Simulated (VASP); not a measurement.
# BN (F-43m) in VASP: notebook, part 2 of 2

VASP 6.6.1.

## 4. Single point, PBE0(alpha)

Input file POSCAR:

```
BN
1.0
    0.0000000000      1.8130010000      1.8130010000
    1.8130010000      0.0000000000      1.8130010000
    1.8130010000      1.8130010000      0.0000000000
N B
1 1
Direct
    0.2500000000      0.2500000000      0.2500000000
    0.0000000000      0.0000000000      0.0000000000
```

Input file INCAR.step1:

```
  PREC = Accurate
  ENCUT = 520
  EDIFF = 1E-5
  ISMEAR = -1
  SIGMA = 0.05
  LREAL = False
  LASPH = True
  NELM = 80
  ALGO = Normal
  ISIF = 2
  LWAVE = True
  LCHARG = False
  GGA = PE
```

Input file INCAR.step2:

```
  PREC = Accurate
  ENCUT = 520
  EDIFF = 1E-7
  ISMEAR = -1
  SIGMA = 0.05
  LREAL = False
  LASPH = True
  NELM = 80
  ALGO = Normal
  ISIF = 2
  LWAVE = False
  LCHARG = False
  GGA = PE
  LHFCALC = True
  AEXX = 0.3
  PRECFOCK = Fast
  HFRCUT = -1
  ISTART = 1
```

Input file KPOINTS:

```
regular mesh
0
Gamma
  7 7 7
```

Potentials or basis: VASP PAW PBE potentials, release 64 (N, B).

Command:

```
cat potpaw_PBE.64/N/POTCAR potpaw_PBE.64/B/POTCAR > POTCAR
cp INCAR.step1 INCAR
mpirun -np 1 vasp_std > vasp.out
cp INCAR.step2 INCAR
mpirun -np 1 vasp_std > vasp.out
```

OUTCAR:

```text
PREC = Accurate
   ENCUT = 520
   EDIFF = 1E-7
   ISMEAR = -1
   LREAL = False
   LASPH = True
   NELM = 80
   ISIF = 2
   GGA = PE
   LHFCALC = True
   AEXX = 0.3
   PRECFOCK = Fast
   ISTART = 1

 ion  position               nearest neighbor table
   1  0.250  0.250  0.250-   2 1.57   2 1.57   2 1.57   2 1.57
   2  0.000  0.000  0.000-   1 1.57   1 1.57   1 1.57   1 1.57

  LATTYP: Found a face centered cubic cell.
 ALAT       =     3.6260020000

  Lattice vectors:

 A1 = (   0.0000000000,   1.8130010000,   1.8130010000)
 A2 = (   1.8130010000,   0.0000000000,   1.8130010000)
 A3 = (   1.8130010000,   1.8130010000,   0.0000000000)

Analysis of symmetry for initial positions (statically):
=====================================================================
 Subroutine PRICEL returns:
 Original cell was already a primitive cell.

 Routine SETGRP: Setting up the symmetry group for a
 face centered cubic supercell.

 Subroutine GETGRP returns: Found 24 space group operations
 (whereof 24 operations were pure point group operations)
 out of a pool of 48 trial point group operations.

The static configuration has the point symmetry T_d .

Analysis of symmetry for dynamics (positions and initial velocities):
=====================================================================
 Subroutine PRICEL returns:
 Original cell was already a primitive cell.

 Routine SETGRP: Setting up the symmetry group for a
 face centered cubic supercell.

 Subroutine GETGRP returns: Found 24 space group operations
 (whereof 24 operations were pure point group operations)
 out of a pool of 48 trial point group operations.

The dynamic configuration has the point symmetry T_d .

 Subroutine INISYM returns: Found 24 space group operations
 (whereof 24 operations are pure point group operations),
 and found     1 'primitive' translations

----------------------------------------------------------------------------------------

                                     Primitive cell

  volume of cell :      11.9186

  direct lattice vectors                    reciprocal lattice vectors
     0.000000000  1.813001000  1.813001000    -0.275785838  0.275785838  0.275785838
     1.813001000  0.000000000  1.813001000     0.275785838 -0.275785838  0.275785838
     1.813001000  1.813001000  0.000000000     0.275785838  0.275785838 -0.275785838

  length of vectors
     2.563970603  2.563970603  2.563970603     0.477675083  0.477675083  0.477675083

  position of ions in fractional coordinates (direct lattice)
     0.250000000  0.250000000  0.250000000
     0.000000000  0.000000000  0.000000000

  ion indices of the primitive-cell ions
   primitive index   ion index
                 1           1
                 2           2

----------------------------------------------------------------------------------------

 KPOINTS: regular mesh

Automatic generation of k-mesh.
[... 27 lines left out ...]
  0.142857  0.142857  0.000000      6.000000
  0.285714  0.142857  0.000000     24.000000
[... 12 lines left out ...]
 -0.428571  0.428571  0.142857     24.000000
 -0.285714  0.428571  0.142857     24.000000
   k-points           NKPTS =     20   k-points in BZ     NKDIM =    343   number of bands    NBANDS=      8
   number of dos      NEDOS =    301   number of ions     NIONS =      2
   total plane-waves  NPLWV =   8000
   dimension x,y,z NGX =    20 NGY =   20 NGZ =   20
   dimension x,y,z NGXF=    40 NGYF=   40 NGZF=   40
   ions per type =               1   1
   NGX,Y,Z   is equivalent  to a cutoff of  12.97, 12.97, 12.97 a.u.
   NGXF,Y,Z  is equivalent  to a cutoff of  25.94, 25.94, 25.94 a.u.
 SYSTEM =  unknown system
   PREC   = accura    normal or accurate (medium, high low for compatibility)
   ISTART =      1    job   : 0-new  1-cont  2-samecut
   ICHARG =      0    charge: 1-file 2-atom 10-const
   ISPIN  =      1    spin polarized calculation?
   LNONCOLLINEAR =      F non collinear calculations
   LSORBIT =      F    spin-orbit coupling
   LASPH  =      T    aspherical Exc in radial PAW
   ENCUT  =  520.0 eV  38.22 Ry    6.18 a.u.   4.77  4.77  4.77*2*pi/ulx,y,z
   NELM   =     80;   NELMIN=  2; NELMDL=  0     # of ELM steps
   EDIFF  = 0.1E-06   stopping-criterion for ELM
   LREAL  =      F    real-space projection
   EDIFFG = 0.1E-05   stopping-criterion for IOM
   NSW    =      0    number of steps for IOM
   IBRION =     -1    ionic relax: 0-MD 1-quasi-New 2-CG
   NFREE  =      0    steps in history (QN), initial steepest desc. (CG)
   ISIF   =      2    stress and relaxation
   ISYM   =      3    0-nonsym 1-usesym 2-fastsym
   POTIM  = 0.5000    time-step for ionic-motion
   TEBEG  =    0.0;   TEEND  =   0.0 temperature during run
   PSTRESS=    0.0 pullay stress
   NELECT =       8.0000    total number of electrons
   NUPDOWN=      -1.0000    fix difference up-down
   EMIN   =  10.00;   EMAX   =-10.00  energy-range for DOS
   EFERMI =   0.00;   METHOD = LEGACY
   ISMEAR =    -1;   SIGMA  =   0.05  broadening in eV -4-tet -1-fermi 0-gaus
   EFERMI_NEDOS =   21; number of points for ismear=-14 and -15
   IALGO  =     38    algorithm
   IMIX   =      1    mixing-type and parameters
     AMIX     =   0.40;   BMIX     =  1.00
     AMIX_MAG =   1.60;   BMIX_MAG =  1.00
  volume/ion in A,a.u.               =       5.96        40.22
  Fermi-wavevector in a.u.,A,eV,Ry     =   1.433387  2.708709 27.954506  2.054598
  Thomas-Fermi vector in A             =   2.552911
   LORBIT       =      0    0 simple, 1 ext, 2 COOP (PROOUT), +10 PAW based schemes
   GGA     = PE    functional components
   LHFCALC =     T    Hartree Fock is set to
   PRECFOCK=fast      Normal, Fast or Accurate (Low or Medium for compatibility)
   ENCUT4O =  -1.0   cutoff for four orbital integrals eV
   NKREDX  =     1    reduce k-point grid by
   NKREDY  =     1    reduce k-point grid by
   NKREDZ  =     1    reduce k-point grid by
   AEXX    =    0.3000 exact exchange contribution
   HFSCREEN=    0.0000 screening length (either q_TF or 0.3 A-1)
   HFSCREENC=   0.0000 screening length for correlation (either q_TF or 0.3 A-1)
   ENCUTFOCK=  -1.0 apply spherical cutoff to Coloumb kernel
   IVDW    =     0    specifies the selected vdW correction
   LEPSILON=     F    determine dielectric tensor
   LRPA    =     F    only Hartree local field effects (RPA)
 non-spin polarized calculation
  energy-cutoff  :      520.00
  volume of cell :       11.92
 maximum number of plane-waves:       331
  NGX = 12; NGY = 12; NGZ = 12

 number of electron       7.9999999 magnetization

 Free energy of the ion-electron system (eV)
  ---------------------------------------------------
  ext. energy  EPLUGINS =         0.00000000
  ---------------------------------------------------
  free energy    TOTEN  =       -22.03939786 eV

  energy without entropy =      -22.03939786  energy(sigma->0) =      -22.03939786

 E-fermi :   6.7929     XC(G=0):  -9.4922

 val. band max:        5.7962494242   @ k =   0.0000   0.0000   0.0000
 cond. band min:      13.0232224527   @ k =   0.4286   0.4286   0.0000
 fundamental gap:      7.2269730285
 Fermi energy:         6.7928620659

 k-point     1 :       0.0000    0.0000    0.0000
  band No.  band energies     occupation
      1     -16.6159      2.00000
      2       5.7962      2.00000
      3       5.7962      2.00000
      4       5.7962      2.00000
      5      17.5728      0.00000
      6      17.5728      0.00000
      7      17.5728      0.00000
      8      19.0650      0.00000
[... 199 lines left out ...]
 k-point    20 :      -0.2857    0.4286    0.1429
  band No.  band energies     occupation
      1     -10.4524      2.00000
      2      -3.0054      2.00000
      3      -2.3658      2.00000
      4       0.2550      2.00000
      5      17.4372      0.00000
      6      22.1252      0.00000
      7      23.8114      0.00000
      8      25.0656      0.00000

------------------------ aborting loop because EDIFF is reached ----------------------------------------

  FORCE on cell =-STRESS in cart. coord.  units (eV):
  Direction    XX          YY          ZZ          XY          YZ          ZX
  --------------------------------------------------------------------------------------
  -------------------------------------------------------------------------------------
  Total       -0.7974441     -0.7974441     -0.7974441      0.0000000      0.0000000     -0.0000000
  in kB     -107.1980015   -107.1980015   -107.1980015      0.0000000      0.0000000     -0.0000000
  external PRESSURE =    -107.1980015 kB  Pullay stress =       0.0000000 kB

 VOLUME and BASIS-vectors are now :
 -----------------------------------------------------------------------------
  energy-cutoff  :      520.00
  volume of cell :       11.92
      direct lattice vectors                 reciprocal lattice vectors
     0.000000000  1.813001000  1.813001000    -0.275785838  0.275785838  0.275785838
     1.813001000  0.000000000  1.813001000     0.275785838 -0.275785838  0.275785838
     1.813001000  1.813001000  0.000000000     0.275785838  0.275785838 -0.275785838

 POSITION                                       TOTAL-FORCE (eV/Angst)
 -----------------------------------------------------------------------------------
      0.90650      0.90650      0.90650        -0.000000     -0.000000     -0.000000
      0.00000      0.00000      0.00000         0.000000      0.000000      0.000000
 -----------------------------------------------------------------------------------
    total drift:                                0.000001     -0.000001      0.000000

  FREE ENERGIE OF THE ION-ELECTRON SYSTEM (eV)
  ---------------------------------------------------
  free  energy   TOTEN  =       -22.0393978561 eV

  energy  without entropy=      -22.0393978561  energy(sigma->0) =      -22.03939786
```

Wall time 1.9 min (1 thread of AMD EPYC 9R45 (Zen 5), shared host); peak memory 0.09 GiB.

What came out:

```
Free energy            : -22.0394 eV
Pressure               : -10.7 GPa
Band gap on the k mesh : 7.23 eV, indirect (least direct gap 11.78 eV)
```

Levels at points of the mesh, in eV from the valence-band top:
| k point | band 1 | band 2 | band 3 | band 4 | band 5 | band 6 | band 7 | band 8 |
| --- | --- | --- | --- | --- | --- | --- | --- | --- |
| (0.00, 0.00, 0.00) | -22.41 | 0.00 | 0.00 | 0.00 | 11.78 | 11.78 | 11.78 | 13.27 |

Caveat: the k mesh is coarse (spacing up to 0.43 Å⁻¹), so the values aren't converged, least of all with exact exchange; the PAW data sets were made with another functional, which shifts forces and pressure a little; an odd mesh through Γ misses points on the zone boundary, where band edges often lie.

## 5. Single point, PBE0(alpha)

POSCAR is that of step 4.

INCAR.step1 is that of step 4.

Changes to INCAR.step2 since step 4:

```diff
@@ -14,3 +14,3 @@
   LHFCALC = True
-  AEXX = 0.3
+  AEXX = 0.4
   PRECFOCK = Fast
```

KPOINTS is that of step 4.

Command:

```
cat potpaw_PBE.64/N/POTCAR potpaw_PBE.64/B/POTCAR > POTCAR
cp INCAR.step1 INCAR
mpirun -np 1 vasp_std > vasp.out
cp INCAR.step2 INCAR
mpirun -np 1 vasp_std > vasp.out
```

Run time: 2 min. Hardware: 1 thread of AMD EPYC 9R45 (Zen 5), shared host; peak memory 0.09 GiB.

The run converged. Its results:

| Property | Result |
| --- | --- |
| Free energy | -23.5862 eV |
| Pressure | -14.1 GPa |
| Band gap on the k mesh | 8.09 eV, indirect (least direct gap 12.80 eV) |

Levels at points of the mesh, in eV from the valence-band top:
| k point | band 1 | band 2 | band 3 | band 4 | band 5 | band 6 | band 7 | band 8 |
| --- | --- | --- | --- | --- | --- | --- | --- | --- |
| (0.00, 0.00, 0.00) | -23.16 | 0.00 | 0.00 | 0.00 | 12.80 | 12.80 | 12.80 | 14.31 |

Caveat: the k mesh is coarse (spacing up to 0.43 Å⁻¹), so the values aren't converged, least of all with exact exchange; the PAW data sets were made with another functional, which shifts forces and pressure a little; an odd mesh through Γ misses points on the zone boundary, where band edges often lie.

## 6. Single point, PBE0(alpha)

POSCAR is that of step 5.

INCAR.step1 is that of step 5.

Changes to INCAR.step2 since step 5:

```diff
@@ -14,3 +14,3 @@
   LHFCALC = True
-  AEXX = 0.4
+  AEXX = 0.5
   PRECFOCK = Fast
```

KPOINTS is that of step 5.

Potentials or basis: VASP PAW PBE potentials, release 64 (N, B).

Command:

```
cat potpaw_PBE.64/N/POTCAR potpaw_PBE.64/B/POTCAR > POTCAR
cp INCAR.step1 INCAR
mpirun -np 1 vasp_std > vasp.out
cp INCAR.step2 INCAR
mpirun -np 1 vasp_std > vasp.out
```

Run time: 2.1 min. Hardware: 1 thread of AMD EPYC 9R45 (Zen 5), shared host; peak memory 0.08 GiB.

Results (log left out):

* Free energy: -25.1410 eV
* Pressure: -17.4 GPa
* Band gap on the k mesh: 8.96 eV, indirect (least direct gap 13.83 eV)

Levels at points of the mesh, in eV from the valence-band top:
| k point | band 1 | band 2 | band 3 | band 4 | band 5 | band 6 | band 7 | band 8 |
| --- | --- | --- | --- | --- | --- | --- | --- | --- |
| (0.00, 0.00, 0.00) | -23.90 | 0.00 | 0.00 | 0.00 | 13.83 | 13.83 | 13.83 | 15.35 |

Caveat: the k mesh is coarse (spacing up to 0.43 Å⁻¹), so the values aren't converged, least of all with exact exchange; the PAW data sets were made with another functional, which shifts forces and pressure a little; an odd mesh through Γ misses points on the zone boundary, where band edges often lie.

## 7. For comparison

An earlier run on the cell as given: functional PBEsol; potentials or basis VASP PAW PBE potentials, release 64 (N, B); cutoff 520 eV; k mesh 13 × 13 × 13; occupations fermi-dirac, width 0.05 eV; no spin polarisation.

- Pressure: -5.7 GPa
- Band gap on the k mesh: 4.34 eV, indirect (least direct gap 8.72 eV)

## 8. The runs side by side

```tsv
level	k mesh	share of exact exchange	grid for exact exchange (PRECFOCK)	exchange at q = 0	ladder	mesh quality	gap on the mesh (eV)	pressure (GPa)
PBE0(alpha)	7 × 7 × 7	0.2	Fast	truncated	-	coarse	6.37	-7.3
PBE0(alpha)	7 × 7 × 7	0.25	Fast	truncated	-	coarse	6.80	-9.0
PBE0(alpha)	7 × 7 × 7	0.3	Fast	truncated	-	coarse	7.23	-10.7
PBE0(alpha)	7 × 7 × 7	0.4	Fast	truncated	-	coarse	8.09	-14.1
PBE0(alpha)	7 × 7 × 7	0.5	Fast	truncated	-	coarse	8.96	-17.4
PBEsol	13 × 13 × 13	-	-	-	free	not flagged	4.34	-5.7
```

Alike in all rows: task single point; potentials or basis VASP PAW PBE potentials, release 64 (N, B); no spin polarisation; cell as given; cutoff (eV) 520; smearing fermi-dirac 0.05 eV.

Caveats: some runs use coarse meshes; the PAW data sets were made with another functional, which shifts forces and pressure a little; an odd mesh through Γ misses points on the zone boundary, where band edges often lie.

Total energies depend on the potentials used, so only differences within one code and one set of settings carry meaning.
